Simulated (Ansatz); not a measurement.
Crystal: NaCl.

```
Na Cl
1.0
     0.00000    3.12573    3.12573
     3.12573    0.00000    3.12573
     3.12573    3.12573    0.00000
Na Cl
1 1
Direct
  0.25000 0.25000 0.25000
  0.50000 0.50000 0.50000
```

The cell was built by a generator and needn't be a form met in nature.

```yaml
Program: Ansatz 0.2.0
Task: relaxation of cell and atoms
Functional: LDA
Potentials_or_basis: Ansatz PAW
Cutoff: "420 eV (not typed: the program's choice for these potentials)"
k_mesh: 7 × 7 × 7
Occupations: fermi-dirac, width 0.05 eV
Spin: no spin polarisation
```

At the start: volume 30.54 Å³/atom.

**Question.** Where does the relaxation end?

**Answer.** It ends after 5 steps and the volume is 27.37 Å³/atom (-10.4 %); space group F-43m (No. 216, to 0.05 Å).

Step by step:
```tsv
step	energy change (eV)	largest force (eV/Å)	volume (Å³)
1	0.0000	0.0000	61.08
2	-0.0305	0.0000	57.64
3	-0.0392	0.0000	54.10
4	-0.0397	0.0000	54.73
5	-0.0396	0.0000	54.73
```

Final structure:
```
Na Cl
1.0
     0.00000    3.01352    3.01352
     3.01352    0.00000    3.01352
     3.01352    3.01352    0.00000
Na Cl
1 1
Direct
  0.25000 0.25000 0.25000
  0.50000 0.50000 0.50000
```

Caveat: the plane-wave basis is chosen anew once the cell has moved, so the energies of steps on either side of that aren't comparable; the PAW data sets come from PBE, with cores solved anew for the run's functional, which leaves a small shift of forces and pressure.
